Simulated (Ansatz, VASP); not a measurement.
# NbSb2: VASP beside Ansatz, part 2 of 2

Wanted: the spread between two codes on one cell, functional and k mesh. The cell is taken from a series of runs on this material, whose earlier steps may have relaxed, scaled, displaced or heated it; both programs get it as it stands.

VASP 6.6.1 and Ansatz 0.2.0.

So far: The structure; VASP: relaxation of cell and atoms, BLYP with D3(BJ).

## (3) Ansatz: relaxation of cell and atoms, BLYP with D3(BJ)

Level of this step: Ansatz beside VASP: Kohn-Sham DFT, plane waves, BLYP with D3(BJ) (Ansatz).

Ansatz runs on its default PAW (the set named soft_2) files.

The same cell, functional (in two slightly different forms), mesh and smearing now go to Ansatz, which takes its cutoff from its data sets.

Input file input.yaml:

```yaml
crystal:
  lattice:
    - [5.1195, -1.81595, 0.0]
    - [5.1195, 1.81595, 0.0]
    - [-4.1753136159, 0.0, 7.2114939651]
  atoms:
    - { symbol: Nb, position: [0.843, 0.843, 0.304] }
    - { symbol: Nb, position: [0.157, 0.157, 0.696] }
    - { symbol: Sb, position: [0.142, 0.142, 0.027] }
    - { symbol: Sb, position: [0.858, 0.858, 0.973] }
    - { symbol: Sb, position: [0.596, 0.596, 0.393] }
    - { symbol: Sb, position: [0.404, 0.404, 0.607] }
kpoints:
  mp_grid: { grid: [10, 10, 4] }
hamiltonian:
  xc: blyp
  dispersion: d3bj
scf:
  occupations: { method: gaussian, width: 0.1 }
output:
  forces: true
  stress: true
  eigenvalues: true
relax:
  adjacent_minimum: "off"
  f_tol: 0.005
  max_steps: 60
  cell: { stress_tol: 0.03 }
```

On the command line:

```console
> ansatz run input.yaml --threads 8 --pin off --max-ram 16384MiB --backend cpu --events-out ev --progress --plain --runs-dir out
```

Numbers of over 12 decimals in the logs are rounded to 6 here.

Log:

```text
Engine: ansatz 0.2.0, aarch64-unknown-linux-gnu
Pseudopotentials: kind: paw
Pseudopotential: Nb, paw, valence charge 13, recommended cutoff 420 eV (normal), Nb.paw.azcp
Pseudopotential: Sb, paw, valence charge 15, recommended cutoff 420 eV (normal), Sb.paw.azcp
Functional definition: BLYP
  parameter beta = 0.0042
  parameter a = 0.04918
  parameter b = 0.132
  parameter c = 0.2533
  parameter d = 0.349
  exchange = b88_x(beta = beta)
  correlation = lyp_c(a = a, b = b, c = c, d = d)
Crystal: 6 atoms, lattice volume = 134.087 Å³
Basis set: ecut = 420 eV, 2605 PW (Γ), exchange–correlation on 80×80×120 points (8 copies of the dense FFT grid, shifted against one another)
Bands: 52, of which v1, the nominal top of the filled ones, is band 43 counted from 1 (42 counted from 0)
Symmetry: 4 space group operations
Space group: C2/m (ITA 12), of the structure as read, at distance tolerance 5.1e-5 Å
k-points: 117 of 400
Non-local potential: Nb, projectors of the file, l = 0: 3, l = 1: 2, l = 2: 2, l = 3: 1
Non-local potential: Sb, projectors of the file, l = 0: 2, l = 1: 2, l = 2: 2, l = 3: 2
PAW form: soft (Blöchl's): semilocal exchange-correlation on the pseudo side does not see the compensation charge
PAW frozen core: Nb, regenerated for the run's functional, and the local potential with it (the file was generated under x = pbe(κ = 0.804, μ = 0.219515), c = pbe(β = 0.066725))
PAW frozen core: Sb, regenerated for the run's functional, and the local potential with it (the file was generated under x = pbe(κ = 0.804, μ = 0.219515), c = pbe(β = 0.066725))
PAW one-centre angular grid: Nb, 590 points (default); XC on 64 Gauss nodes
PAW one-centre angular grid: Sb, 590 points (default); XC on 64 Gauss nodes
Initial density: superposition of atomic densities (neutral atoms: chi_scale 0, normalization atom), corrected by the library's trained network
Initial wavefunctions: pseudopotential atomic-orbital guess
Functional: x = b88, c = lyp
SCF iter   1: F=—  HF=-35144.257940 eV  |F-HF|=—  |Δ(HF+E_count)|=         —  Δρ=9.41e-3  dr2=1.03e-1  ethr=1.77e-3  ⟨swp⟩=7.1  Hψ=23988  notcnv=0
preconditioner: auto → Kerker (q_TF=auto, 2.534 Å⁻¹)  [metal: Δε(μ)=0.050 eV  Ē_g=6.789 eV  σ=0.100 eV  W_gap=0.28  n_scr=34 (ndim 8)  ℏωp=17.6 eV  f_vac=0.000  D(μ)=0.91/eV (n_scr^D=2)]
SCF iter   2: F=—  HF=-35144.246928 eV  |F-HF|=—  |Δ(HF+E_count)|=   1.10e-2  Δρ=5.83e-3  dr2=4.46e-2  ethr=1.20e-4  ⟨swp⟩=1.6  Hψ=7184  notcnv=0
SCF iter   3: F=—  HF=-35144.239206 eV  |F-HF|=—  |Δ(HF+E_count)|=   7.72e-3  Δρ=9.18e-4  dr2=1.45e-3  ethr=5.19e-5  ⟨swp⟩=2.0  Hψ=7484  notcnv=0
SCF iter   4: F=—  HF=-35144.239156 eV  |F-HF|=—  |Δ(HF+E_count)|=   4.99e-5  Δρ=2.09e-4  dr2=1.06e-4  ethr=1.68e-6  ⟨swp⟩=2.4  Hψ=8948  notcnv=0
SCF iter   5: F=—  HF=-35144.239154 eV  |F-HF|=—  |Δ(HF+E_count)|=   2.82e-6  Δρ=9.76e-5  dr2=2.41e-5  ethr=1.23e-7  ⟨swp⟩=2.0  Hψ=8704  notcnv=0
SCF iter   6: F=—  HF=-35144.239114 eV  |F-HF|=—  |Δ(HF+E_count)|=   3.95e-5  Δρ=3.52e-5  dr2=3.42e-6  ethr=2.80e-8  ⟨swp⟩=2.0  Hψ=7468  notcnv=0
SCF iter   7: F=—  HF=-35144.239115 eV  |F-HF|=—  |Δ(HF+E_count)|=   6.25e-7  Δρ=7.31e-6  dr2=1.52e-7  ethr=3.98e-9  ⟨swp⟩=2.0  Hψ=7537  notcnv=0
SCF iter   8: F=-35144.239115 eV  HF=-35144.239115 eV  |F-HF|=6.11e-10  |Δ(HF+E_count)|=   2.40e-8  Δρ=1.75e-6  dr2=6.12e-9  ethr=1.16e-10  ⟨swp⟩=10.0  Hψ=23089  notcnv=0
SCF 1 converged in 8 iterations: F = -35144.239115 eV  dr2 = 6.12e-9
  greatest PAW one-centre occupation: 0.998 electrons in one spin orbital (limit 2), on the Nb atom at site 1 (counted from 0), in its partial waves of l = 0
relax step   1: F+E_penalty+E_count = -35144.23911479 eV  Δ(F+E_penalty+E_count) = +0.000e0 eV  max|allowed force component| = 5.101e-1 eV/Å  Δτ_max = 0.0000 Å  P = -0.273 GPa  Ω = 134.087 Å³  (8 SCF iters, dr2 threshold 1.00e-7 eV, accepted)
[...]
relax step   5: F+E_penalty+E_count = -35144.31511085 eV  Δ(F+E_penalty+E_count) = -3.080e-5 eV  max|allowed force component| = 1.066e-3 eV/Å  Δτ_max = 0.0015 Å  P = +0.001 GPa  Ω = 133.150 Å³  energy of the carried Pulay correction = +2.478e-4 eV  (6 SCF iters, dr2 threshold 9.57e-9 eV, accepted)
[...]
relax step   6: F+E_penalty+E_count = -35144.31486157 eV  Δ(F+E_penalty+E_count) = +2.493e-4 eV  max|allowed force component| = 1.061e-3 eV/Å  Δτ_max = 0.0000 Å  P = +0.002 GPa  Ω = 133.150 Å³  stress off target by 1.02e-2 GPa  SCF on the basis re-selected at this cell (its energy is not comparable with the rows above)  (9 SCF iters)
basis re-selected at this cell: Δ(F+E_penalty+E_count) = +2.493e-4 eV, ΔP = +0.000 GPa vs the last step (what re-selecting the basis moved, of the pressure what is left beyond the Pulay correction that the steps carried, after the strain that the cell walked since its last selection, with what the two solves' SCF thresholds leave and, on support functions, any second-order correction that the steps lacked; it is no m [...]
SCF converged after 9 iterations
Free energy (F): -35144.314862 eV
Harris-Foulkes:  -35144.314862 eV  (|F-HF|=1.46e-11)
Internal energy: -35144.310167 eV  (E = F + TS)
E sigma→0 (E₀):  -35144.312514 eV
Entropy (-TS):   -0.004695 eV (-0.782 meV/atom)
Fermi energy:    14.857517 eV
--- Per-component energies (eV) ---
  E_band       = -598.221667
  E_kinetic    = 1632.782314
  E_local      = -7066.486637  (includes V_loc(G=0)·N_el)
  E_nonlocal   = 1682.760091
  E_hartree    = 3070.857214
  E_xc         = -895.688959
  E_vxc        = -798.495186  (∫ρ·V_xc dr)
  E_paw        = -24558.888249  (= ΣΔE_a)
  E_vpaw       = -2190.496688  (= ΣTr[D̂ρ^β])
  E_aug_tail   = 0.000011  (compensation charges beyond the density's cutoff)
  E_ewald      = -9000.686628
  E_disp       = -8.847663  (pairwise vdW)
  E_core_change = -0.111660  (= ΣΔE_core)
  E_smearing   = -0.004695  (= −TS)
  E_closure    = 0.000000  (closes the sum)
  Σ components = -35144.314862   (vs F -35144.314862, Δ=0.00e0)
--- Forces (eV/Å), atoms counted from 1 ---
  atom   1  Nb     0.00089604    -0.00000000    -0.00067036
  atom   2  Nb    -0.00089604     0.00000000     0.00067036
  atom   3  Sb     0.00048915    -0.00000000     0.00106138
  atom   4  Sb    -0.00048915     0.00000000    -0.00106138
  atom   5  Sb    -0.00000853    -0.00000000    -0.00082432
  atom   6  Sb     0.00000853     0.00000000     0.00082432
  max |Σ_I F_I| component: 1.08e-19 eV/Å
--- Stress (GPa, compression-positive) ---
        0.007498      -0.000000       0.005549
       -0.000000      -0.001234      -0.000000
        0.005549      -0.000000      -0.001364
  P = ⅓ Tr σ = 0.0016 GPa (0.016 kbar)
--- Band table (eV; the first three rows and the last of 117) ---
  k-point 0: bands = [... 39 lower, 13.4514, 13.9123, 14.0635, 14.6479, 15.3740, 16.2094, 17.0670, 17.1658, ... 5 higher]
  k-point 1: bands = [... 39 lower, 13.4830, 13.9981, 14.1250, 14.3161, 15.4457, 16.3630, 16.7037, 16.9167, ... 5 higher]
  k-point 2: bands = [... 39 lower, 13.3304, 13.8533, 14.0966, 14.7255, 14.9393, 16.5996, 16.6515, 16.6529, ... 5 higher]
  k-point 116: bands = [... 39 lower, 14.0009, 14.3188, 14.3686, 14.8881, 15.1700, 15.9812, 16.4182, 16.5432, ... 5 higher]
--- Relaxed structure (5 steps of the walk, 4 accepted, 1 SCFs on fresh bases) ---
  F+E_penalty+E_count = -35144.31486157 eV   max|allowed force component| = 1.061e-3 eV/Å   (the final SCF, on the basis selected at the relaxed cell)
  cell:  # Å, volume = 133.1503 Å³
    - [5.112961, -1.814540, 0.00446502]
    - [5.112961, 1.814540, 0.00446502]
    - [-4.163691, 0, 7.172211]
  atoms:
    - { symbol: Nb, position: [0.847575, 0.847575, 0.309987] }
    - { symbol: Nb, position: [0.152425, 0.152425, 0.690013] }
    - { symbol: Sb, position: [0.147452, 0.147452, 0.035632] }
    - { symbol: Sb, position: [0.852548, 0.852548, 0.964368] }
    - { symbol: Sb, position: [0.594232, 0.594232, 0.385231] }
    - { symbol: Sb, position: [0.405768, 0.405768, 0.614769] }
```

## (4) Comparison

Known differences besides the potentials themselves: the data sets hold 86 valence electrons in Ansatz (on its default PAW (the set named soft_2) files) and 46 in VASP; the cutoff is 420 eV in Ansatz and 500 eV in VASP; Ansatz makes its cores anew for this functional, VASP keeps those of its PBE data sets; VASP's log shows a relativistic correction to its local exchange, Ansatz's none; Ansatz adds a Pulay correction to the stress that steers its cell, VASP none. Total energies have different zeros and are not compared.

Compared:

```tsv
quantity	Ansatz	VASP	difference
volume (Å³)	133.15	133.47	-0.24 %
edge a after relaxation, in the typed setting (Å)	5.425	5.431	-0.11 %
edge c after relaxation, in the typed setting (Å)	8.293	8.298	-0.06 %
```

## (5) Outcome

```json
{"difference in volume (relaxation of cell and atoms, BLYP with D3(BJ))": "-0.24 %"}
```

In words: The difference in volume is -0.24 % (relaxation of cell and atoms, BLYP with D3(BJ)), within the 1.2 % picked in this series as the mark of a large difference, as far as the stopping tolerances let one tell. The data sets hold unlike numbers of valence electrons (86 in Ansatz and 46 in VASP), so part of the differences comes from the potentials. 1 further run of this series is not shown here. Such differences can come from data sets, numerical settings and the points named under the comparisons, not from the functional's error against experiment.

[Lines on the potential files, build, host, timing and source positions are cut from VASP's logs without a mark.]

[Logs are printed without paths, hosts, clocks, repeated set-up lines and the standing remarks that a program may print on its own settings, such as how far it seeks lower states.]

[Hosts, paths, dates, database ids (printed as entryN), source tags and the programs' standing remarks are cut or masked in the printed files.]
